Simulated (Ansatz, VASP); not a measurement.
# One calculation of GaN, two programs

The input INCAR:

```
PREC     = Accurate       # precision mode
ENCUT    = 520            # plane-wave cutoff, eV
EDIFF    = 1E-6           # SCF threshold, eV
ISMEAR   = 0              # smearing method
SIGMA    = 0.05           # smearing width, eV
LREAL    = F              # projectors in reciprocal space
LASPH    = T              # aspherical terms in the spheres
NELM     = 100            # most SCF steps
ALGO     = Normal         # electronic algorithm
ISIF     = 2              # what is computed and relaxed
LWAVE    = F              # write WAVECAR
LCHARG   = T              # write CHGCAR
GGA      = PS             # functional
LELF     = T              # ELF
LVHAR    = T            
NBANDS   = 16             # bands
```

KPOINTS

```
regular mesh
0
Gamma
  10 10 10
```

POSCAR

```
GaN
1.0
    0.0000000000      2.2535006075      2.2535006075
    2.2535006075      0.0000000000      2.2535006075
    2.2535006075      2.2535006075      0.0000000000
Ga N
1 1
Direct
    0.0000000000      0.0000000000     -0.0470672237
    0.7500000000      0.7500000000      0.7500000000
```

Input for Ansatz:

```yaml
crystal:
  lattice:
    - [0.0, 2.2535006075, 2.2535006075]
    - [2.2535006075, 0.0, 2.2535006075]
    - [2.2535006075, 2.2535006075, 0.0]
  atoms:
    - { symbol: Ga, position: [0.0, 0.0, -0.0470672237] }
    - { symbol: "N", position: [0.75, 0.75, 0.75] }
basis:
  ecutwfc: 420
kpoints:
  mp_grid: { grid: [10, 10, 10] }
hamiltonian:
  xc: pbesol
scf:
  occupations: { method: gaussian, width: 0.05 }
output:
  forces: true
  stress: true
  eigenvalues: true
```

Alike in both runs: task single point; functional PBEsol; k mesh 10 × 10 × 10; occupations gaussian, width 0.05 eV; no spin polarisation.

```csv
,VASP,Ansatz
version,VASP 6.6.1,Ansatz 0.2.0
potentials or method,"VASP PAW PBE potentials, release 64 (Ga_d, N)","scalar-relativistic, plane waves, PAW"
plane-wave cutoff (eV),520,420
valence electrons in the cell,18,18
```

|  | VASP | Ansatz | Ansatz less VASP |
| --- | --- | --- | --- |
| gap on the k mesh at the Fermi level (eV) | 1.45 | 1.44 | -0.015 |
| least direct gap on the mesh (eV) | 1.45 | 1.44 | -0.015 |
| pressure (GPa) | 0.9 | 1.2 | +0.25 |
| largest component of the traceless stress (GPa) | 6.21 | 6.39 | +0.178 |
| rms of the force components (eV/Å) | 1.132 | 1.149 | +0.0177 |

Atom by atom the forces differ by 0.018 eV/Å (rms over components). The functional is the same, so the differences come from potentials, cutoffs and numerics.

Caveats: the PAW data sets were made with another functional, which shifts forces and pressure a little (VASP).
